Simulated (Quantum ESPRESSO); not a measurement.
TiO2: phonons at points of the zone under several settings

```xyz
6
Lattice="4.5998 0.0000 0.0000 0.0000 4.5998 0.0000 0.0000 0.0000 2.9592" Properties=species:S:1:pos:R:3 pbc="T T T"
Ti    0.0000    0.0000    1.4796
Ti    2.2999    2.2999    0.0000
O     1.3998    1.3998    1.4796
O     0.9001    3.6997    0.0000
O     3.6997    0.9001    0.0000
O     3.2000    3.2000    1.4796
```

The cell is a database's computed one.

All runs used Quantum ESPRESSO 7.5; potentials GBRV 1.5 LDA; k mesh 4 × 4 × 6, shifted; given cell, atoms relaxed; no spin polarisation; cutoff 612 eV; occupations smeared at first, fixed for the response.

```tsv
level	point	frequencies (cm⁻¹)
LDA	Γ (0.000, 0.000, 0.000)	82i 0 0 0 36 36 40 160 359 359 363 414 437 437 467 467 576 778
LDA	A (0.500, 0.500, 0.500)	78 78 185 185 225 225 273 273 437 437 440 440 440 440 468 468 681 681
LDA	M (0.500, 0.500, 0.000)	26 26 27 27 206 206 266 266 297 297 309 309 439 439 520 520 748 748
LDA	R (0.000, 0.500, 0.500)	?
LDA	X (0.000, 0.500, 0.000)	18 18 195 195 258 258 261 261 313 313 367 367 440 440 530 530 766 766
LDA	Z (0.000, 0.000, 0.500)	69 69 217 217 290 290 320 320 362 362 426 426 442 442 531 531 677 677
```

**Question.** What stands in the row left open?

**Answer.** Frequencies 21i 21i 95 95 222 222 316 316 364 364 452 452 502 502 532 532 649 649 cm⁻¹.

Values marked i are imaginary: the cell is unstable against those modes at that level, or the meshes are too thin.

Caveats: the cell is more than 3 GPa from zero pressure, which shifts response properties; some modes are imaginary (some runs).

For the row left open. Caveat: some modes are imaginary; the cell is more than 3 GPa from zero pressure, which shifts response properties.
